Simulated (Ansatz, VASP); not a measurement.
AlN: VASP beside Ansatz

```xyz
4
Lattice="3.2805 0.0000 0.0000 -1.6403 2.8410 0.0000 0.0000 0.0000 4.1008" Properties=species:S:1:pos:R:3 pbc="T T T"
Al    0.0000    1.8940    3.0756
Al    1.6403    0.9470    1.0252
N     0.0000    1.8940    1.0252
N     1.6403    0.9470    3.0756
```

Alike in both runs: functional PBEsol; k mesh 6 × 6 × 4; no spin polarisation.

Ansatz relaxed the structure, and its values are those at the end. VASP's run is a single point on that final structure, the one shown.

|  | VASP | Ansatz |
| --- | --- | --- |
| version | VASP 6.6.1 | Ansatz 0.2.0 |
| potentials or method | VASP PAW PBE potentials, release 64 (Al, N) | plane waves, PAW |
| plane-wave cutoff (eV) | 520 | 517 |
| occupations | gaussian, width 0.01 eV | fixed |
| valence electrons in the cell | 16 | 16 |

|  | VASP | Ansatz | Ansatz less VASP |
| --- | --- | --- | --- |
| pressure (GPa) | 5.0 | 5.0 | +0.05 |

Ansatz warned: «stress_scf_threshold_loose».

Caveats: the PAW data sets were made with another functional, which shifts forces and pressure a little (VASP). A k mesh can miss the band edges.
